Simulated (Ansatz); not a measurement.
Sc:

```
Sc
1.0
     3.30900    0.00000    0.00000
    -1.65450    2.86568    0.00000
     0.00000    0.00000    5.27330
Sc
2
Direct
  0.66667 0.33333 0.75000
  0.33333 0.66667 0.25000
```

```yaml
Program: Ansatz 0.2.0
Task: single point
Functional: PBE
Potentials_or_basis: Ansatz PAW
Cutoff: "420 eV (not typed: the program's choice for these potentials)"
k_mesh: 9 × 9 × 5
Occupations: fermi-dirac, width 0.05 eV
Spin: no spin polarisation
```

On this cell: pressure -0.7 GPa; largest force under 0.003 eV/Å; band gap on the k mesh none (metal or under the smearing width).

The same run follows on a disturbed copy (atoms moved at random, drawn with an rms of 0.05 Å):

```
Sc
1.0
     3.30900    0.00000    0.00000
    -1.65450    2.86568    0.00000
     0.00000    0.00000    5.27330
Sc
2
Direct
  0.66919 0.32393 0.74631
  0.33512 0.66578 0.24690
```

Problem. What changes?

Solution. The energy (extrapolated to zero smearing) moves by +0.2 meV/atom; pressure -0.7 GPa; largest force 0.038 eV/Å; band gap on the k mesh none (metal or under the smearing width).

Forces on the atoms (eV/Å):
```
Sc  -0.020  0.030  0.011
Sc   0.020 -0.030 -0.011
```

Stress tensor (GPa, compression positive):
```
-0.28  0.07  0.00
 0.07 -0.07  0.00
 0.00  0.00 -1.68
```
